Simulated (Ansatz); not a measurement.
# KI: the cost of one run

Method: DFT PBE, scalar-relativistic, plane waves, PAW, in Ansatz 0.2.0.

**1. The system as given**

It takes space group P4/nmm (No. 129, tetragonal). The conventional cell has a = 6.080 Å, b = 6.080 Å, c = 8.598 Å, α = 90.00°, β = 90.00°, γ = 90.00°. Around K (site symmetry -4m2) lie 4 I at 3.72 Å. I (site symmetry 4mm) is surrounded by 4 K at 3.72 Å.

Structure file:

```
K I
1.0
     6.07963    0.00000    0.00000
     0.00000    6.07963    0.00000
     0.00000    0.00000    8.59790
K I
2 2
Direct
  0.00000 0.00000 0.00000
  0.50000 0.50000 0.00000
  0.50000 0.00000 0.75000
  0.00000 0.50000 0.25000
```

Recipe of the guess: ordered vacancies on the cation sites of antifluorite (P4/nmm, No. 129). Lengths come from tabulated atomic sizes and are only a guess.

**2. The guess as it stands, on a coarse mesh**

File input.yaml:

```yaml
crystal:
  lattice:
    - [6.07963354, 0.0, 0.0]
    - [0.0, 6.07963354, 0.0]
    - [0.0, 0.0, 8.59790021]
  atoms:
    - { symbol: K, position: [0.0, 0.0, 0.0] }
    - { symbol: K, position: [0.5, 0.5, 0.0] }
    - { symbol: I, position: [0.5, 0.0, 0.75] }
    - { symbol: I, position: [0.0, 0.5, 0.25] }
basis:
  ecutwfc: 420
kpoints:
  mp_grid: { grid: [4, 4, 2] }
hamiltonian:
  xc: pbe
scf:
  occupations: { method: gaussian, width: 0.1 }
  lower_state_search: "off"
output:
  forces: true
  stress: true
  eigenvalues: true
```

Command:

```console
> ansatz run input.yaml --threads 1 --pin off --max-ram 2048MiB --backend cpu --events-out ev --progress --plain --runs-dir out
```

Q: Estimate wall time and peak memory on 1 thread of Arm Neoverse V1, shared host.

About 7.1 s, with a peak of 0.48 GiB.
